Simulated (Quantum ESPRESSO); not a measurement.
A run of Quantum ESPRESSO 7.5:

pw.in

```
&CONTROL
  calculation = 'scf'
  prefix = 'pwscf'
  outdir = './tmp'
  pseudo_dir = './pseudo'
  tprnfor = .true.
  tstress = .true.
  disk_io = 'low'
/
&SYSTEM
  ibrav = 0
  nat = 2
  ntyp = 2
  ecutwfc = 104
  nbnd = 35
  input_dft = 'vdw-df-ob86'
  occupations = 'smearing'
  smearing = 'mp'
  degauss = 0.01469973
  nspin = 2
  starting_magnetization(1) = 0.0556
  starting_magnetization(2) = 0
  starting_ns_eigenvalue(1,1,1) = 0.835
  starting_ns_eigenvalue(2,1,1) = 0.487
  starting_ns_eigenvalue(3,1,1) = 0.083
  starting_ns_eigenvalue(4,1,1) = 0.763
  starting_ns_eigenvalue(5,1,1) = 0.926
  starting_ns_eigenvalue(1,2,1) = 0.206
  starting_ns_eigenvalue(2,2,1) = 0.587
  starting_ns_eigenvalue(3,2,1) = 0.271
  starting_ns_eigenvalue(4,2,1) = 0.099
  starting_ns_eigenvalue(5,2,1) = 0.15
  nosym = .true.
  noinv = .true.
/
&ELECTRONS
  conv_thr = 4d-10
  electron_maxstep = 120
  mixing_beta = 0.3
  startingwfc = 'random'
/
ATOMIC_SPECIES
Ni    58.6934 Ni.upf
O     15.9990 O.upf
CELL_PARAMETERS angstrom
   0.0000000000    2.0859016414    2.0859016414
   2.0859016414    0.0000000000    2.0859016414
   2.0859016414    2.0859016414    0.0000000000
ATOMIC_POSITIONS crystal
Ni     0.0000000000    0.0000000000    0.0000000000
O      0.5000000000    0.5000000000    0.5000000000
K_POINTS automatic
4 4 4 0 0 0
HUBBARD {atomic}
U Ni-3d 4.0
```

File epsilon.in:

```
&INPUTPP
  prefix = 'pwscf'
  outdir = './tmp'
  calculation = 'eps'
/
&ENERGY_GRID
  smeartype = 'gauss'
  intersmear = 0.3
  intrasmear = 0
  wmin = 0
  wmax = 25
  nw = 251
/
```

Potentials or basis: PseudoDojo 0.4 SR PBE stringent.

Command:

```bash
$ OMP_NUM_THREADS=1 pw.x -in pw.in > pw.out
$ OMP_NUM_THREADS=1 epsilon.x -in epsilon.in > epsilon.out
```

Hardware: 1 thread of AMD EPYC 7B13 (Zen 3), with other jobs on the host.

**Question.** How long does it take, and how much memory?

**Answer.** Run time: 6.1 min on 1 thread of AMD EPYC 7B13 (Zen 3), with other jobs on the host, peak memory 0.27 GiB. Counts: scf iterations 19, k pools 1, bands 35, k points 64, g dense 17477.
